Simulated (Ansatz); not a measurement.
**Tc: how the settings move a single-point run**

Question: which choices in the input matter for Tc?

Computed with Ansatz 0.2.0 (reference: DFT, PBEsol, all-electron LAPW, scalar-relativistic, unless a step's input says otherwise).

## 1. The structure to begin with

Symmetry: P6_3/mmc, No. 194, hexagonal system. Conventional cell: a = 2.740 Å, b = 2.740 Å, c = 4.398 Å, α = 90.00°, β = 90.00°, γ = 120.00°. Tc (site symmetry -6m2) has 12 Tc at 2.71 to 2.74 Å in its first shell of neighbours.

Structure file:

```
Tc
1.0
     2.74000    0.00000    0.00000
    -1.37000    2.37291    0.00000
     0.00000    0.00000    4.39800
Tc
2
Direct
  0.33333 0.66667 0.25000
  0.66667 0.33333 0.75000
```

## 2. Baseline

File input.yaml:

```yaml
crystal:
  lattice:
    - [2.7400001704, 0.0, 0.0]
    - [-1.3700000852, 2.372909754, 0.0]
    - [0.0, 0.0, 4.398]
  atoms:
    - { symbol: Tc, position: [0.3333333333, 0.6666666667, 0.25] }
    - { symbol: Tc, position: [0.6666666667, 0.3333333333, 0.75] }
kpoints:
  mp_grid: { grid: [17, 17, 9] }
  band_path:
    path:
      - [0.0, 0.0, 0.0]
      - [0.5, 0.0, 0.0]
      - [0.3333333333, 0.3333333333, 0.0]
      - [0.0, 0.0, 0.0]
      - [0.0, 0.0, 0.5]
      - [0.5, 0.0, 0.5]
      - [0.3333333333, 0.3333333333, 0.5]
      - [0.0, 0.0, 0.5]
      - [0.5, 0.0, 0.5]
    npoints: 5
scf:
  occupations: { method: fermi_dirac, width: 0.08 }
hamiltonian:
  xc: pbesol
  pseudopotentials: { kind: all_electron, lapw: { basis_error: 0.001 } }
output:
  forces: true
  stress: true
  eigenvalues: true
```

The run is started by

```console
$ ansatz run input.yaml --threads 1 --pin off --max-ram 2048MiB --backend cpu --events-out ev --progress --plain --runs-dir out
```

## 3. Changing settings: occupations.method gaussian, occupations.width 0.3

input.yaml: that of step 2 with these lines changed.

```diff
@@ -23,3 +23,3 @@
 scf:
-  occupations: { method: fermi_dirac, width: 0.08 }
+  occupations: { method: gaussian, width: 0.3 }
 hamiltonian:
```

**Question.** What will these runs give? Wanted: for each run, ending; energy change; pressure; gap; force.

**Answer**, as computed:

| run | ending | energy change | pressure (GPa) | gap (eV) | force (eV/Å) | cycles | time |
| --- | --- | --- | --- | --- | --- | --- | --- |
| reference | converged | 0 | -6.4 | 0.00 | 0.00 | 8 | 67 s |
| 1: occupations.method gaussian, occupations.width 0.3 | converged | +0.5 meV/atom (σ→0) | -6.2 | 0.00 | 0.00 | 8 | 64 s |

Residual by cycle in the longest SCF loop of each run; runs are numbered as in the table. The quantity is the density residual dr2, in eV.

```
cycle  reference    run 1
    1     0.0717    0.072
    2     0.0148    0.015
    3    0.00824  0.00832
    4    0.00162  0.00164
    5     7.3e-5   7.2e-5
    6     2.3e-6   2.2e-6
    7     1.1e-7   1.1e-7
    8     7.4e-9   7.3e-9
```

Changing the smearing leaves the energy as it was (+0.5 meV/atom).
